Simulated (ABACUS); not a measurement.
## Sb under changes of volume

One of the cells (31.554 Å³/atom); the others are scaled copies at fixed shape and fractional positions:

```
CELL_PARAMETERS angstrom
3.16000 0.00000 0.00000
0.00000 3.16000 0.00000
0.00000 0.00000 3.16000
ATOMIC_POSITIONS crystal
Sb 0.00000 0.00000 0.00000
```

This isn't the form of Sb at room conditions, which is rhombohedral.

```yaml
Program: ABACUS 3.10.1
Functional: PBE
Potentials_or_basis: PseudoDojo NC SR 0.4.1 PBE standard
Cutoff: 1361 eV
Density_cutoff: 5442 eV
Basis: TZDP LCAO (the cutoffs set its grid)
k_mesh: 8 × 8 × 8
Occupations: fermi-dirac, width 0.05 eV
Spin: no spin polarisation
```

```csv
volume (Å³/atom),energy over the lowest point (meV/atom),pressure (GPa)
29.661,2.96,1.4
30.292,0.00,0.1
30.923,1.94,-1.0
31.554,7.87,-2.0
32.186,17.56,-2.9
32.817,30.64,-3.7
33.448,?,?
```

Problem. What does the run at 33.448 Å³/atom give?

Solution. Energy over the lowest point 46.73 meV/atom; pressure -4.4 GPa.

Worked out: A Birch-Murnaghan fit of order 3 (a polynomial in V^(-2/3)) to the other rows has its minimum at 30.35 Å³/atom with B0 = V·E''(V) = 57 GPa and B' = 4.6. It gives 46.60 meV/atom at 33.448 Å³/atom, against the run's 46.73, and -dE/dV = -4.4 GPa, against -4.4.

Energies are extrapolated to zero smearing.

Caveats: the atomic orbitals were generated for these runs and aren't a published set; the basis of atomic orbitals isn't converged, which shifts pressures, moduli and gaps.
